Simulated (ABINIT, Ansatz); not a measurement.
# CdS (Hawleyite): modes at Γ and the response to a field, part 3 of 3

Aim: the zone-centre modes of CdS (Hawleyite).

ABINIT 10.8.3; DFT LDA, scalar-relativistic, plane waves, PseudoDojo norm-conserving pseudopotentials.

So far, mean static dielectric tensor (ions relaxed, fixed cell): step 7 (zone-centre analysis) 9.75.

## Step 9: Cross-check with Ansatz

The same cell, potentials and cutoff go through another code, on another k mesh. Its k mesh is centred on Γ.

This step: DFT LDA, scalar-relativistic, plane waves, PseudoDojo norm-conserving pseudopotentials (Ansatz 0.2.0).

The input, input.yaml:

```yaml
crystal:
  lattice:
    - [-2.8790889234, 0.0, 2.8790889234]
    - [0.0, 2.8790889234, 2.8790889234]
    - [-2.8790889234, 2.8790889234, 0.0]
  atoms:
    - { symbol: Cd, position: [0.0, 0.0, 0.0] }
    - { symbol: S, position: [0.25, 0.25, 0.25] }
kpoints:
  mp_grid: { grid: [8, 8, 8] }
hamiltonian:
  xc: lda
  pseudopotentials: { kind: nc, accuracy: standard }
scf:
  occupations: { method: fixed }
output:
  eigenvalues: true
basis:
  ecutwfc: 1278.935
phonons:
  method: dfpt
  dielectric: true
  rigid_motions: translations
```

Run with:

```sh
$ ansatz run input.yaml --threads 8 --pin off --max-ram 16384MiB --backend cpu --events-out ev --progress --plain --runs-dir out
```

The log of the run:

```text
Warning: basis.ecutwfc = 1278.935 eV is below the records' recommended 1387.780699 eV, and the density's cutoff is lower with it unless basis.ecutrho_ratio is high enough to keep the records' density cutoff: compare with a run at a higher cutoff
Engine: ansatz 0.2.0, aarch64-unknown-linux-gnu
Pseudopotentials: kind: nc
Pseudopotential: Cd, nc, valence charge 20, recommended cutoff 1387.780699 eV (normal), Cd.nc.azcp (PseudoDojo's, or run here from an input of PseudoDojo's; its table is named by hamiltonian.pseudopotentials.accuracy)
Pseudopotential: S, nc, valence charge 6, recommended cutoff 734.707429 eV (normal), S.nc.azcp (PseudoDojo's, or run here from an input of PseudoDojo's; its table is named by hamiltonian.pseudopotentials.accuracy)
Functional definition: SPW92
  exchange = slater_x
  correlation = pw_c
Crystal: 2 atoms, lattice volume = 47.730 Å³
Basis set: ecut = 1278.935 eV, 4957 PW (Γ), exchange–correlation on 96×96×96 points (8 copies of the dense FFT grid, shifted against one another)
Bands: 17, of which v1, the nominal top of the filled ones, is band 13 counted from 1 (12 counted from 0)
Symmetry: 24 space group operations
k-points: 95 of 512 (irreducible under 4 space group operations, time reversal used)
Non-local potential: Cd, projectors of the file, l = 0: 2, l = 1: 2, l = 2: 2
Non-local potential: S, projectors of the file, l = 0: 2, l = 1: 2, l = 2: 2
Initial density: superposition of atomic densities (chi_scale 0.1, normalization cell, long waves kept (reshape's long-wave potential 0.00 eV rms))
Initial wavefunctions: pseudopotential atomic-orbital guess
Functional: x = slater, c = lda
SCF iter   1: F=—  HF=-5072.010739 eV  |F-HF|=—  |Δ(HF+E_count)|=         —  Δρ=3.22e-2  dr2=3.23e-1  ethr=3.10e-3  ⟨swp⟩=5.4  Hψ=7610  notcnv=0  defer=159
preconditioner: auto → none  [insulator: Δε(μ)=1.192 eV  Ē_g=12.629 eV  n_scr=14 (ndim 8)  ℏωp=22.8 eV  f_vac=0.057  ε∞_Penn≈4.3]
SCF iter   2: F=—  HF=-5071.918535 eV  |F-HF|=—  |Δ(HF+E_count)|=   9.22e-2  Δρ=1.17e-2  dr2=2.93e-2  ethr=1.24e-3  ⟨swp⟩=2.0  Hψ=3334  notcnv=0  defer=185
SCF iter   3: F=—  HF=-5071.911936 eV  |F-HF|=—  |Δ(HF+E_count)|=   6.60e-3  Δρ=5.15e-3  dr2=5.68e-3  ethr=1.13e-4  ⟨swp⟩=2.1  Hψ=3028  notcnv=0  defer=186
SCF iter   4: F=—  HF=-5071.910971 eV  |F-HF|=—  |Δ(HF+E_count)|=   9.66e-4  Δρ=1.31e-3  dr2=8.95e-4  ethr=2.18e-5  ⟨swp⟩=2.3  Hψ=2748  notcnv=0  defer=186
SCF iter   5: F=—  HF=-5071.910680 eV  |F-HF|=—  |Δ(HF+E_count)|=   2.90e-4  Δρ=1.99e-4  dr2=6.46e-6  ethr=3.44e-6  ⟨swp⟩=2.3  Hψ=2963  notcnv=0  defer=187
SCF iter   6: F=—  HF=-5071.910682 eV  |F-HF|=—  |Δ(HF+E_count)|=   1.87e-6  Δρ=2.32e-5  dr2=1.79e-7  ethr=2.49e-8  ⟨swp⟩=2.1  Hψ=2820  notcnv=0  defer=178
SCF iter   7: F=—  HF=-5071.910517 eV  |F-HF|=—  |Δ(HF+E_count)|=   1.65e-4  Δρ=3.79e-6  dr2=2.09e-9  ethr=6.89e-10  ⟨swp⟩=2.1  Hψ=2692  notcnv=0  defer=120
SCF iter   8: F=-5071.910517 eV  HF=-5071.910517 eV  |F-HF|=6.18e-11  |Δ(HF+E_count)|=  1.89e-10  Δρ=8.31e-7  dr2=9.42e-11  ethr=1.00e-12  ⟨swp⟩=11.8  Hψ=13823  notcnv=0
SCF 1 converged in 8 iterations: F = -5071.910517 eV  dr2 = 9.42e-11
DFPT response loops at Γ: preconditioner auto → none (the input reference at scf.mixing.eps_inf says where Resta's filter doesn't serve); β = 0.50; Broyden in place of MSR1
── the response to a field inside a basis, on 10×10×10 k-points: an SCF that follows is theirs, and a resumed run solves both again ──
Bands: 14, of which v1, the nominal top of the filled ones, is band 13 counted from 1 (12 counted from 0)
k-points: 110
Initial density: handed on by an earlier stage of this run
Initial wavefunctions: pseudopotential atomic-orbital guess (no wavefunctions were taken with the density)
Eigensolver: Dense (110 Hₖ)
SCF iter   1: F=—  HF=-5071.909651 eV  |F-HF|=—  |Δ(HF+E_count)|=         —  Δρ=2.65e-4  dr2=4.58e-6  ethr=1.00e-1
preconditioner: auto → none  [insulator: Δε(μ)=1.016 eV  Ē_g=10.053 eV  n_scr=14 (ndim 8)  ℏωp=22.8 eV  f_vac=0.108  ε∞_Penn≈6.1]
SCF iter   2: F=—  HF=-5071.909650 eV  |F-HF|=—  |Δ(HF+E_count)|=   1.32e-6  Δρ=1.05e-4  dr2=7.13e-7  ethr=1.76e-8
SCF iter   3: F=—  HF=-5071.909650 eV  |F-HF|=—  |Δ(HF+E_count)|=   1.70e-7  Δρ=5.32e-5  dr2=1.28e-7  ethr=2.74e-9
SCF iter   4: F=-5071.909650 eV  HF=-5071.909650 eV  |F-HF|=1.13e-10  |Δ(HF+E_count)|=   2.42e-8  Δρ=6.33e-6  dr2=1.54e-9  ethr=4.94e-10
SCF 1 converged in 4 iterations: F = -5071.909650 eV  dr2 = 1.54e-9
DFPT response loops at Γ: mixed as the last ones told, above
WARN: field response: ε∞ stands inside a basis, on 10×10×10 points; the force constants stand on the 8×8×8 k-mesh, whose period is 10.85 times the interband length at k = (0.0000, 0.0000, 0.0000), direct gap 0.944 eV, under 14: take them and everything formed from them as unconverged, and compare with a denser kpoints.mp_grid
SCF converged after 8 iterations
Free energy (F): -5071.910517 eV
Harris-Foulkes:  -5071.910517 eV  (|F-HF|=6.18e-11)
Internal energy: -5071.910517 eV  (E = F + TS)
E sigma→0 (E₀):  -5071.910517 eV
Fermi energy:    7.268774 eV
--- Per-component energies (eV) ---
  E_band       = -500.115045
  E_kinetic    = 1775.585280
  E_local      = -5257.200780  (includes V_loc(G=0)·N_el)
  E_nonlocal   = 145.324250
  E_hartree    = 1745.936373
  E_xc         = -741.425632
  E_vxc        = -655.696016  (∫ρ·V_xc dr)
  E_ewald      = -2740.130010
  E_smearing   = -0.000000  (= −TS)
  E_closure    = 0.000000  (closes the sum)
  Σ components = -5071.910517   (vs F -5071.910517, Δ=0.00e0)
--- Band table (eV; the first three rows and the last of 95) ---
  k-point 0: bands = [... 9 lower, -0.0975, 7.2688, 7.2688, 7.2688, 8.2123, 13.5927, 13.5927, 13.5927]
  k-point 1: bands = [... 9 lower, -0.0990, 6.1528, 7.1337, 7.1337, 9.1076, 13.3301, 13.8033, 13.8033]
  k-point 2: bands = [... 9 lower, -0.0933, 4.5999, 6.8312, 6.8312, 9.8873, 13.3638, 14.1269, 14.1269]
  k-point 94: bands = [... 9 lower, 0.3856, 3.0368, 5.2083, 5.2083, 10.5184, 11.4605, 16.3520, 18.0289]
--- Phonons (Γ-DFPT): 2 representative perturbations + reference, on 95 of 512 k-points (Σ response iterations 6) ---
  k mesh reduced under 4 symmetry operations, with k and −k counted as one. Each operation leaves every solved perturbation unchanged. A smaller set is not considered because the run solves the response to a homogeneous field
  ASR residual: 4.151e-3 → 0.000e0 eV/Å²; symmetrization residual: 5.390e-6 eV/Å²
  ASR residual per site (eV/Å²): 4.15e-3 5.34e-4
  Γ frequencies (cm⁻¹): 0.00 0.00 0.00 244.25 244.25 244.25
  ε∞ (high-frequency dielectric tensor):
        6.631640    -0.000000     0.000000
       -0.000000     6.631640    -0.000000
        0.000000    -0.000000     6.631640
  ε⁰ (static dielectric tensor: ions relaxed, cell fixed):
        9.789470     0.000000     0.000000
        0.000000     9.789470    -0.000000
        0.000000    -0.000000     9.789470
  ε⁰ − ε∞ (ionic part):
        3.157831     0.000000     0.000000
        0.000000     3.157831    -0.000000
        0.000000    -0.000000     3.157831
  softest optical mode at Γ: 244.25 cm⁻¹; the repairs (sum rule, projections) moved no ω² at Γ by more than (3.21 cm⁻¹)²
  Born effective charges Z* (e; rows j = field, columns β = displacement):
    site 0:
         2.13507    0.00000    0.00000
         0.00000    2.13507    0.00000
        -0.00000   -0.00000    2.13507
    site 1:
        -2.13507   -0.00000   -0.00000
        -0.00000   -2.13507   -0.00000
         0.00000    0.00000   -2.13507
  Z* charge neutrality: 2.544e-4 e pre-enforcement
  solved inside a basis spanned on kpoints, on 10×10×10 k-points transformed towards the longest dipole: ε∞ is read to err by 1.7e-2, Z* by 2.1e-2 e (field_mesh: kpoints solves on kpoints); Z* is corrected for what the basis lacks
  optical modes at Γ without the LO–TO term, one row a degenerate level:
      ω (cm⁻¹)  modes    IR ((D/Å)²/amu)
        244.25      3            12.6478
  optical modes at Γ + LO–TO along q̂ = [1.0000, 0.0000, 0.0000]:
      ω (cm⁻¹)  modes    IR ((D/Å)²/amu)
        244.25      2             8.4319
        296.76      1             4.2159
  optical modes at Γ + LO–TO along q̂ = [0.0000, 1.0000, 0.0000]:
      ω (cm⁻¹)  modes    IR ((D/Å)²/amu)
        244.25      2             8.4319
        296.76      1             4.2159
  optical modes at Γ + LO–TO along q̂ = [0.0000, 0.0000, 1.0000]:
      ω (cm⁻¹)  modes    IR ((D/Å)²/amu)
        244.25      2             8.4319
        296.76      1             4.2159
```

It took 26 s on 8 threads of Arm Neoverse V2, shared host; peak memory 1.6 GiB; 3.2 min of CPU time.

Numbers from this step:

| Quantity | Value |
| --- | --- |
| gap on the k-mesh | 0.9436 eV |
| sum-rule residual before enforcement | 0.004151 eV/Å² |
| miss of the charge sum rule | 2.54e-4 e |
| estimated error of the dielectric tensor | 0.01726 |
| estimated error of the Born charges | 0.02081 e |
| highest optical zone-centre mode (no LO-TO term) | 244.2 cm⁻¹ |
| lowest optical zone-centre mode | 244.2 cm⁻¹ |
| mean high-frequency dielectric constant | 6.632 |
| largest Born charge in size (third of the trace) | 2.135 e |
| mean static dielectric constant | 9.790 |
| highest mode moved by the LO-TO term | 296.8 cm⁻¹ |

Transverse modes. Lines of the infrared spectrum (strongest = 100):

```csv
position (cm⁻¹),label,"IR intensity ((D/Å)²/amu), degenerate modes summed, relative"
244,T2,100
```

The log warns that the force constants on this k mesh are to be taken as unconverged.

## Step 10: Side by side: ABINIT PseudoDojo and Ansatz, PseudoDojo

Numbers from this step:

```yaml
root_mean_square_difference: 0.03 cm⁻¹
largest_difference: 0.03 cm⁻¹
```

Frequencies side by side, by row:

```
q (reciprocal lattice)  mode  ABINIT PseudoDojo (cm⁻¹)  Ansatz, PseudoDojo (cm⁻¹)
                 0 0 0     1                         0                          0
                 0 0 0     2                         0                          0
                 0 0 0     3                         0                          0
                 0 0 0     4                     244.3                      244.2
                 0 0 0     5                     244.3                      244.2
                 0 0 0     6                     244.3                      244.2
```

The two runs side by side. Further quantities:

| quantity | ABINIT PseudoDojo | Ansatz, PseudoDojo |
| --- | --- | --- |
| mean ε∞ | 6.593 | 6.632 |
| largest Born charge in size (e; the first before, the second after the charge sum rule) | 2.134 | 2.135 |
| summed IR intensity ((D/Å)²/amu) | 12.63 | 12.65 |

At the zone centre the largest difference (acoustic modes at Γ apart) is 0.01 % of the highest mode.

## Step 11: What came out

* space group after relaxation: F-43m
* volume per atom: 23.9 Å³
* highest optical zone-centre mode (no LO-TO term): 244.3 cm⁻¹
* highest mode moved by the LO-TO term: 297.0 cm⁻¹
* mean high-frequency dielectric constant: 6.59
* largest Born charge in size (third of the trace): 2.13 e
* mean static dielectric constant: 9.75
* imaginary optical modes at the zone centre (no q mesh in this session): none
* largest difference from Ansatz, PseudoDojo: 0.03 cm⁻¹

What this shows: At the LDA level the optical modes of CdS (Hawleyite) at the zone centre (no LO-TO term) lie at 244 cm⁻¹. The base run prints -0.37 GPa, mostly the error of a finite basis; the relaxation, with a smoothed and higher cutoff, had brought the cell to rest. Along the directions run, the highest mode that the macroscopic field moves lies at 297 cm⁻¹. Lattice motion raises the mean dielectric constant from 6.593 to 9.747. The Born charge of Cd is 2.134 e against a formal charge of +2, close to the ionic value. The Lyddane-Sachs-Teller relation holds: (ωLO/ωTO)² is 1.48 and ε₀/ε∞ is 1.48. ABINIT PseudoDojo and Ansatz, PseudoDojo agree to 0.03 cm⁻¹ (0.01 % of the highest mode compared) on all solved modes but the acoustic ones at Γ, without the LO-TO term. These are harmonic frequencies at zero temperature: anharmonic shifts and linewidths and thermal expansion are left out. Ansatz warns that the cutoff lies 8 % under the one recommended for these files; agreement at one cutoff is not convergence. Ansatz's log warns that force constants on this k mesh are to be taken as unconverged.

[Host names and launcher messages were left out of these logs when they were recorded.]

[Logs are printed without paths, hosts, clocks, repeated set-up lines and the standing remarks that a program may print on its own settings, such as how far it seeks lower states.]

[Hosts, paths, dates, database ids (printed as entryN), source tags and the programs' standing remarks are cut or masked in the printed files.]
